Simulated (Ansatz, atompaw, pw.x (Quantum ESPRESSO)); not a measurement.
lanthanum: does the PAW (atompaw) potential hold in the solid?

```json
{
  "Element": "lanthanum (La)",
  "Generator": "atompaw 4.2.0.5",
  "Type": "PAW",
  "Functional": "PBE",
  "Relativity": "scalar-relativistic",
  "Frozen core": "[Kr] 4d10",
  "Valence charge": "11",
  "Reference configuration": "4f0 5s2 5p6 5d1 6s2 6p0",
  "Partial waves": "5s (bound); 6s (bound); 5p (bound); 6p (bound, empty); 5d (bound); 5d channel at 5.15 Ry; 4f (bound, empty); 4f channel at 0.55 Ry",
  "Local potential": "bessel scheme, radius 2.90 bohr",
  "Core correction": "smooth core density matched at 3.14 bohr",
  "Augmentation charge": "sinc compensation charge, radius 2.62 bohr; PAW radius 3.42 bohr; waves and projectors: bloechl"
}
```

Crystal test: bcc La in pw.x 7.5, no spin, 11³ k-points, Fermi–Dirac smearing 0.01 Ry, cutoffs 40/400 Ry. The reference is all-electron LAPW (Ansatz 0.2.0) with the same functional, mesh and smearing; V0 and B0 come from Birch–Murnaghan fits to the pressures at five volumes. Errors are pseudo minus all-electron; Δ is the rms difference of the E(V) curves that follow from these fits, minima aligned, over ±6 % about the mean V0. Mesh and smearing are coarse, so the numbers serve the comparison and aren't converged zero-temperature values; the lattice is a test structure that the element need not adopt.

```tsv
V (Å³/atom)	P all-electron (GPa)	P pseudo (GPa)
35.920	1.64	1.34
36.866	0.89	0.60
37.811	0.21	-0.07
38.756	-0.41	-0.68
39.702	-0.97	-1.24
```

All-electron: a0 = 4.241 Å (V0 = 38.13 Å³/atom), B0 = 25.4 GPa.

Pseudopotential: mean pressure error (GPa): -0.28; a0 (Å): 4.225; a0 error (%): -0.37; B0 error (%): +1.3; Δ (meV/atom): 2.3.

Q: At the middle volume, how do free energy and pressure move when the wave cutoff is lowered (ecutrho held at 400 Ry)?

A:

```tsv
cutoff (Ry)	shift of F (meV/atom)	shift of P (GPa)
18	+22.3	-0.04
24	+3.6	-0.01
32	+0.4	-0.01
```

Input at the middle volume:

```
&control
  calculation='scf', prefix='x', pseudo_dir='./', outdir='./tmp', tstress=.true., disk_io='low'
/
&system
  ibrav=0, nat=1, ntyp=1, ecutwfc=40, ecutrho=400, nbnd=13,
  occupations='smearing', smearing='fd', degauss=0.01
/
&electrons
  conv_thr=1e-09, mixing_beta=0.4, electron_maxstep=70
/
ATOMIC_SPECIES
La 1.0 La.UPF
CELL_PARAMETERS angstrom
  -2.11439468 2.11439468 2.11439468
  2.11439468 -2.11439468 2.11439468
  2.11439468 2.11439468 -2.11439468
ATOMIC_POSITIONS crystal
La 0.0000 0.0000 0.0000
K_POINTS automatic
11 11 11 0 0 0
```

```bash
pw.x < La.scf.in > La.scf.out
```

Lines of the output:

```
Message from routine setup:
     using ibrav=0 with symmetry is DISCOURAGED, use correct ibrav instead
     lattice parameter (alat)  =       6.9206  a.u.
     unit-cell volume          =     255.1613 (a.u.)^3
     number of electrons       =        11.00
     number of Kohn-Sham states=           13
     kinetic-energy cutoff     =      40.0000  Ry
     charge density cutoff     =     400.0000  Ry
     scf convergence threshold =      1.0E-09
     Exchange-correlation= SLA PW PBX PBC
     number of k points=    56  Fermi-Dirac smearing, width (Ry)=  0.0100
     iteration #  1     ecut=    40.00 Ry     beta= 0.40
     total energy              =    -458.22674565 Ry
     estimated scf accuracy    <       0.01106798 Ry
     iteration #  2     ecut=    40.00 Ry     beta= 0.40
     total energy              =    -458.22771462 Ry
     estimated scf accuracy    <       0.00098186 Ry
     iteration #  3     ecut=    40.00 Ry     beta= 0.40
     total energy              =    -458.22872643 Ry
     estimated scf accuracy    <       0.00007009 Ry
     iteration #  4     ecut=    40.00 Ry     beta= 0.40
     total energy              =    -458.22903320 Ry
     estimated scf accuracy    <       0.00001379 Ry
     iteration #  5     ecut=    40.00 Ry     beta= 0.40
     total energy              =    -458.22904759 Ry
     estimated scf accuracy    <       0.00000510 Ry
     iteration #  6     ecut=    40.00 Ry     beta= 0.40
     total energy              =    -458.22905025 Ry
     estimated scf accuracy    <       0.00000006 Ry
     iteration #  7     ecut=    40.00 Ry     beta= 0.40
     total energy              =    -458.22905042 Ry
     estimated scf accuracy    <       0.00000049 Ry
     iteration #  8     ecut=    40.00 Ry     beta= 0.40
     total energy              =    -458.22905043 Ry
     estimated scf accuracy    <       0.00000008 Ry
     iteration #  9     ecut=    40.00 Ry     beta= 0.40
     total energy              =    -458.22905043 Ry
     estimated scf accuracy    <       0.00000003 Ry
     iteration # 10     ecut=    40.00 Ry     beta= 0.40
     total energy              =    -458.22905043 Ry
     estimated scf accuracy    <       0.00000002 Ry
     iteration # 11     ecut=    40.00 Ry     beta= 0.40
     total energy              =    -458.22905043 Ry
     estimated scf accuracy    <          2.9E-09 Ry
     iteration # 12     ecut=    40.00 Ry     beta= 0.40
     the Fermi energy is    10.3667 ev
!    total energy              =    -458.22905043 Ry
     estimated scf accuracy    <          5.1E-10 Ry
     smearing contrib. (-TS)   =      -0.01069008 Ry
     The total energy is F=E-TS. E is the sum of the following terms:
     one-electron contribution =      -3.52356327 Ry
     hartree contribution      =       9.51361224 Ry
     xc contribution           =      -8.84031698 Ry
     ewald contribution        =     -55.10364985 Ry
     one-center paw contrib.   =    -400.26444250 Ry
     convergence has been achieved in  12 iterations
          total   stress  (Ry/bohr**3)                   (kbar)     P=       -0.68
```

The run at the middle volume (56 k-points, 12 iterations) took about 57 s on one core of a shared host (Intel(R) Xeon(R) Platinum 8259CL CPU @ 2.50GHz, 96 threads, 755 GiB, load 32).
